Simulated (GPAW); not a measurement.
Wanted: an ASE script for a GPAW 26.7.0 run.

| Item | Value |
| --- | --- |
| Task | relaxation of cell and atoms |
| Functional | SCAN |
| Dispersion | D3 |
| Potentials or basis | GPAW PAW data sets (gpaw-data 1.2.1) |
| Cutoff | 600 eV |
| Basis | pw |
| k mesh | 6 × 6 × 3 |
| Occupations | fermi-dirac, width 0.05 eV |
| Spin | no spin polarisation |
| Maxiter | 150 |
| Optimizer | FIRE |
| Fmax | 0.01 eV/Å |
| Max steps | 60 |

The structure of SnSe2 lies in SnSe2.xyz:

```xyz
3
Lattice="3.8110000000 0.0000000000 0.0000000000 -1.9055000000 3.3004228138 0.0000000000 0.0000000000 0.0000000000 6.1360000000" Properties=species:S:1:pos:R:3 pbc="T T T"
Sn     0.0000000000      0.0000000000      0.0000000000
Se     1.9055000002      1.1001409378      4.6081360000
Se    -0.0000000002      2.2002818760      1.5278640000
```

The input as run:

run.py

```python
from ase.calculators.mixing import SumCalculator
from ase.filters import FrechetCellFilter
from ase.io import read, write
from ase.optimize import FIRE
from dftd3.ase import DFTD3
from gpaw import GPAW, PW

atoms = read('SnSe2.xyz')

calc = GPAW(mode=PW(600),
            xc='MGGA_X_SCAN+MGGA_C_SCAN',
            kpts={'size': (6, 6, 3), 'gamma': True},
            occupations={'name': 'fermi-dirac', 'width': 0.05},
            nbands=24,
            convergence={'density': 1e-05, 'energy': 1e-05},
            maxiter=150,
            txt='gpaw.txt')
atoms.calc = SumCalculator([calc, DFTD3(method='scan', damping='d3zero')])
opt = FIRE(FrechetCellFilter(atoms), trajectory='relax.traj', logfile='-')
done = opt.run(fmax=0.01, steps=60)
calc.write('gs.gpw')
write('result.traj', atoms)
print('Converged:', done)
print('Cell:', atoms.cell.cellpar().round(4))
print('Volume:', round(atoms.get_volume(), 4))
print(atoms.get_scaled_positions().round(5))
```

Potentials or basis: GPAW PAW data sets (gpaw-data 1.2.1), pw.

The run is started by

```sh
$ OMP_NUM_THREADS=1 python run.py
```

It gave:

```
Relaxed volume                         : 26.69 Å³/atom
Relaxed cell                           : a = 3.827 Å, b = 3.827 Å, c = 6.314 Å, α = 90.00°, β = 90.00°, γ = 120.00°
Space group after relaxing (to 0.05 Å) : P-3m1 (No. 164)
Energy gained by relaxing              : 10.3 meV/atom
Ionic steps                            : 36
Pressure after relaxing                : 0.0 GPa
Band gap on the k mesh                 : 0.98 eV, indirect (least direct gap 1.46 eV)
Dispersion energy per atom             : -0.075 eV
```

Caveat: later steps reuse the first step's grids; the PAW data sets were made with another functional, which shifts forces and pressure a little; spin-orbit coupling is left out, which moves the levels of the heavy elements; an odd mesh through Γ misses points on the zone boundary, where band edges often lie.

Run time: 20 min on 1 thread of AMD EPYC 9R45 96-Core Processor (Zen 5) (shared host), peak memory 3 GiB.
